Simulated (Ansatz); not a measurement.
The system is CdSe (Cadmoselite).

```
Cd Se
1.0
     4.30000    0.00000    0.00000
    -2.15000    3.72391    0.00000
     0.00000    0.00000    7.02000
Cd Se
2 2
Direct
  0.66667 0.33333 0.50000
  0.33333 0.66667 0.00000
  0.66667 0.33333 0.88500
  0.33333 0.66667 0.38500
```

Base run:

```yaml
Program: Ansatz 0.2.0
Functional: PBEsol
Potentials_or_basis: Ansatz PAW
Cutoff: 420 eV
Density_cutoff: 1680 eV
k_mesh: 7 × 7 × 4
Occupations: fermi-dirac, width 0.05 eV
Spin: spin-orbit coupling, no magnetisation
```

Its results: band gap on the k mesh 0.46 eV, direct; pressure 0.1 GPa; largest force 0.264 eV/Å.

Question: The run is repeated on the same cell with these changes: functional from PBEsol to LDA. What comes out?

Answer: Band gap on the k mesh 0.31 eV, direct; pressure -1.8 GPa; largest force 0.253 eV/Å.

LDA binds more tightly than PBEsol, so the same cell stands under less pressure.

Caveats: the PAW data sets come from PBE, with cores solved anew for the run's functional, which leaves a small shift of forces and pressure.

Not every run made on this cell is shown here.
